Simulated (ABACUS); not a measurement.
Runs of ABACUS 3.10.1 on Pb. Symmetry: Fm-3m, No. 225, cubic system. The conventional cell has a = 4.950 Å, b = 4.950 Å, c = 4.950 Å, α = 90.00°, β = 90.00°, γ = 90.00°. Pb (site symmetry m-3m) is surrounded by 12 Pb at 3.50 Å. 

```tsv
task	level	potentials or basis	cell	k mesh	cutoff (eV)	max steps of the relaxation	force threshold	optimiser	stress threshold	radial cutoff of the potentials (pseudo_rcut)	mesh quality	gap on the mesh (eV)	pressure (GPa)
relaxation of cell and atoms	r2SCAN	SG15 ONCV 1.2 PBE, plane waves	relaxed	6 × 6 × 6	993	60	0.02 eV/Å	cg	1 kbar	10 bohr	coarse	none	0.0
single point	SOGGA	PseudoDojo NC SR 0.4 PBEsol stringent, plane waves	as given	7 × 7 × 7	1211	-	-	-	-	10 bohr	not flagged	none	-0.8
single point	SCAN	SG15 ONCV 1.2 PBE, plane waves	as given	6 × 6 × 6	993	-	-	-	-	7 bohr	coarse	none	0.4
single point	WC	GBRV ultrasoft 1.5 PBEsol, plane waves	as given	7 × 7 × 7	544	-	-	-	-	10 bohr	not flagged	none	0.0
single point	LDA	PseudoDojo NC SR 0.4.1 LDA stringent, DZP LCAO (the cutoffs set its grid)	as given	8 × 8 × 8	1361	-	-	-	-	10 bohr	not flagged	none	-0.5
single point	B86bPBE	SG15 ONCV 1.2 PBE, plane waves	as given	7 × 7 × 7	857	-	-	-	-	10 bohr	not flagged	none	(a)
relaxation of cell and atoms	WC	GBRV ultrasoft 1.5 PBEsol, plane waves	relaxed	7 × 7 × 7	544	-	0.01 eV/Å	ASE FIRE	-	10 bohr	not flagged	none	0.0
```

Alike in all rows: no spin polarisation; smearing fermi-dirac 0.05 eV.

Q: Fill in the values left out.

A: (a) 3.4.

Caveats: some runs use coarse meshes; the potentials were made for another functional, which shifts forces and pressure (some runs); the atomic orbitals were generated for these runs and aren't a published set (some runs); the basis of atomic orbitals isn't converged, which shifts pressures, moduli and gaps (some runs); the relaxation stopped at its first step, so nothing moved (some runs).

A k mesh can miss the band edges, and the runs leave out spin-orbit coupling on Pb.

A gap of «none» marks a metal or a gap under the smearing width.

The runs don't all hold the same shells in valence.
